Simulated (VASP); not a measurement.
# BN (P4_2/mnm) in VASP: reference runs, part 2 of 2

VASP 6.6.1. The steps go on from the part before.

**3. Single point, PBE (atoms moved at random, drawn with an rms of 0.05 Å)**

INCAR reads:

```
ALGO     = Normal         # electronic algorithm
EDIFF    = 1E-7           # SCF threshold, eV
ENCUT    = 520            # plane-wave cutoff, eV
GGA      = PE             # functional
ISIF     = 2              # what is computed and relaxed
ISMEAR   = -1             # smearing method
LASPH    = T              # aspherical terms in the spheres
LCHARG   = T              # write CHGCAR
LELF     = T              # ELF
LREAL    = F              # projectors in reciprocal space
LVHAR    = T            
LWAVE    = F              # write WAVECAR
NBANDS   = 26             # bands
NELM     = 100            # most SCF steps
PREC     = Accurate       # precision mode
SIGMA    = 0.05           # smearing width, eV
```

KPOINTS reads:

```
k-points
0
Gamma
  6 6 10
```

POSCAR reads:

```
BN
1.0
    4.4242230000      0.0000000000      0.0000000000
    0.0000000000      4.4242230000      0.0000000000
    0.0000000000      0.0000000000      2.5503560000
N B
4 4
Direct
    0.1901370000      0.1874680000      0.5095660000
    0.6850470000      0.3188910000      0.0054510000
    0.3136570000      0.7061280000     -0.0019290000
    0.8134100000      0.8208260000      0.4969650000
    0.8241800000      0.1712660000      0.5113270000
    0.6691990000      0.6687980000     -0.0131230000
    0.3188350000      0.3231660000      0.0102590000
    0.1765030000      0.8327030000      0.5031120000
```

Potentials or basis: VASP PAW PBE potentials, release 64 (N, B).

Run with:

```bash
$ cat potpaw_PBE.64/N/POTCAR potpaw_PBE.64/B/POTCAR > POTCAR
$ mpirun -np 1 vasp_std > vasp.out
```

OUTCAR:

```text
EDIFF = 1E-7
   ENCUT = 520
   GGA = PE
   ISIF = 2
   ISMEAR = -1
   LASPH = T
   LREAL = F
   NELM = 100
   PREC = Accurate

 ion  position               nearest neighbor table
   1  0.190  0.187  0.510-   7 1.52   7 1.52   8 1.57   5 1.62
   2  0.685  0.319  0.005-   5 1.55   6 1.55   5 1.57   7 1.62
   3  0.314  0.706  0.998-   8 1.51   8 1.53   6 1.58   7 1.69
   4  0.813  0.821  0.497-   5 1.55   6 1.56   6 1.60   8 1.61
   5  0.824  0.171  0.511-   2 1.55   4 1.55   2 1.57   1 1.62   8 2.16
   6  0.669  0.669  0.987-   2 1.55   4 1.56   3 1.58   4 1.60
   7  0.319  0.323  0.010-   1 1.52   1 1.52   2 1.62   3 1.69
   8  0.177  0.833  0.503-   3 1.51   3 1.53   1 1.57   4 1.61   5 2.16

  LATTYP: Found a simple tetragonal cell.
 ALAT       =     4.4242230000
 C/A-ratio  =     0.5764528596

  Lattice vectors:

 A1 = (   4.4242230000,   0.0000000000,   0.0000000000)
 A2 = (   0.0000000000,   4.4242230000,   0.0000000000)
 A3 = (   0.0000000000,   0.0000000000,   2.5503560000)

Analysis of symmetry for initial positions (statically):
=====================================================================
 Subroutine PRICEL returns:
 Original cell was already a primitive cell.

 Routine SETGRP: Setting up the symmetry group for a
 simple tetragonal supercell.

 Subroutine GETGRP returns: Found  1 space group operations
 (whereof  1 operations were pure point group operations)
 out of a pool of 16 trial point group operations.

The static configuration has the point symmetry C_1 .

Analysis of symmetry for dynamics (positions and initial velocities):
=====================================================================
 Subroutine PRICEL returns:
 Original cell was already a primitive cell.

[... 141 lines left out ...]
  Fermi-wavevector in a.u.,A,eV,Ry     =   1.411562  2.667465 27.109698  1.992507
  Thomas-Fermi vector in A             =   2.533400
   LORBIT       =      0    0 simple, 1 ext, 2 COOP (PROOUT), +10 PAW based schemes
   GGA     = PE    functional components
   LHFCALC =     F    Hartree Fock is set to
   AEXX    =    0.0000 exact exchange contribution
   IVDW    =     0    specifies the selected vdW correction
   LEPSILON=     F    determine dielectric tensor
   LRPA    =     F    only Hartree local field effects (RPA)
 non-spin polarized calculation
  energy-cutoff  :      520.00
  volume of cell :       49.92
 maximum number of plane-waves:      1361
 NGX is ok and might be reduce to    36
   NGX = 17   NGY = 17   NGZ =  9

 number of electron      32.0000001 magnetization

 Free energy of the ion-electron system (eV)
  ---------------------------------------------------
  ext. energy  EPLUGINS =         0.00000000
  ---------------------------------------------------
  free energy    TOTEN  =       -68.78593880 eV

  energy without entropy =      -68.78593880  energy(sigma->0) =      -68.78593880

 E-fermi :   7.9056     XC(G=0): -12.4432

 val. band max:        6.9055250320   @ k =   0.0000   0.0000   0.0000
 cond. band min:      11.5047395397   @ k =   0.0000   0.0000   0.3000
 fundamental gap:      4.5992145077
 Fermi energy:         7.9055807814

 k-point     1 :       0.0000    0.0000    0.0000
  band No.  band energies     occupation
      1     -13.2158      2.00000
      2      -9.3065      2.00000
      3      -9.2274      2.00000
      4      -8.8745      2.00000
      5      -3.0136      2.00000
      6      -2.2843      2.00000
[... 685 lines left out ...]
     25      18.5407      0.00000
     26      18.8599      0.00000

 [... further k-points ...]

------------------------ aborting loop because EDIFF is reached ----------------------------------------

  FORCE on cell =-STRESS in cart. coord.  units (eV):
  Direction    XX          YY          ZZ          XY          YZ          ZX
  --------------------------------------------------------------------------------------
  -------------------------------------------------------------------------------------
  Total       -0.0509134      0.7772404      0.2382720     -0.0613022     -0.0492963      0.1661362
  in kB       -1.6340597     24.9454372      7.6473098     -1.9674877     -1.5821604      5.3321206
  external PRESSURE =      10.3195624 kB  Pullay stress =       0.0000000 kB

 VOLUME and BASIS-vectors are now :
 -----------------------------------------------------------------------------
  energy-cutoff  :      520.00
  volume of cell :       49.92
      direct lattice vectors                 reciprocal lattice vectors
     4.424223000  0.000000000  0.000000000     0.226028390  0.000000000  0.000000000
     0.000000000  4.424223000  0.000000000     0.000000000  0.226028390  0.000000000
     0.000000000  0.000000000  2.550356000     0.000000000  0.000000000  0.392102122

 POSITION                                       TOTAL-FORCE (eV/Angst)
 -----------------------------------------------------------------------------------
      0.84121      0.82940      1.29957        -0.743800      0.908782     -0.029555
      3.03080      1.41084      0.01390         0.095878     -0.729059      0.102244
      1.38769      3.12407      2.54544         0.097207     -2.124527      0.320389
      3.59871      3.63152      1.26744        -0.353220     -1.274229     -0.152060
      3.64636      0.75772      1.30407        -0.258418      0.757804     -0.420046
      2.96069      2.95891      2.51689         0.718665      1.566366      0.685652
      1.41060      1.42976      0.02616         0.824423      0.956209     -0.211006
      0.78089      3.68406      1.28311        -0.380734     -0.061346     -0.295619
 -----------------------------------------------------------------------------------
    total drift:                               -0.000097     -0.000050     -0.000009

  FREE ENERGIE OF THE ION-ELECTRON SYSTEM (eV)
  ---------------------------------------------------
  free  energy   TOTEN  =       -68.7859387988 eV

  energy  without entropy=      -68.7859387987  energy(sigma->0) =      -68.78593880
```

It took 2.4 min on 1 thread of AMD EPYC 9R45 (Zen 5), shared host; peak memory 0.26 GiB.

Results:

| Quantity | Value |
| --- | --- |
| Free energy | -68.7859 eV |
| Pressure | 1.0 GPa |
| Largest force | 2.151 eV/Å |
| Band gap on the k mesh | 4.60 eV, indirect (least direct gap 5.70 eV) |

Forces on the atoms (eV/Å):
```
N   -0.744  0.909 -0.030
N    0.096 -0.729  0.102
N    0.097 -2.125  0.320
N   -0.353 -1.274 -0.152
B   -0.258  0.758 -0.420
B    0.719  1.566  0.686
B    0.824  0.956 -0.211
B   -0.381 -0.061 -0.296
```

Levels at points of the mesh, in eV from the valence-band top:
```
           k point  band 13  band 14  band 15  band 16  band 17  band 18  band 19  band 20
(0.00, 0.00, 0.00)    -0.55    -0.38    -0.02     0.00     6.90     7.43     8.18     8.25
(0.50, 0.00, 0.00)    -1.92    -1.75    -1.14    -1.00     7.71     7.88     7.94     8.44
(0.00, 0.50, 0.00)    -1.66    -1.42    -1.28    -1.12     7.68     8.01     8.12     8.27
(0.50, 0.50, 0.00)    -2.80    -2.69    -2.49    -2.19     7.12     7.61     8.13     8.24
(0.00, 0.00, 0.50)    -4.29    -4.25    -3.43    -3.35     6.18     6.42     9.62    10.08
(0.50, 0.00, 0.50)    -3.72    -3.46    -2.27    -2.10     6.59     6.76     8.42     8.51
(0.00, 0.50, 0.50)    -3.75    -3.63    -2.50    -2.16     6.46     6.90     8.45     8.64
(0.50, 0.50, 0.50)    -3.16    -2.95    -2.54    -2.35     5.95     6.21     6.79     6.81
```

A k mesh can miss the band edges.
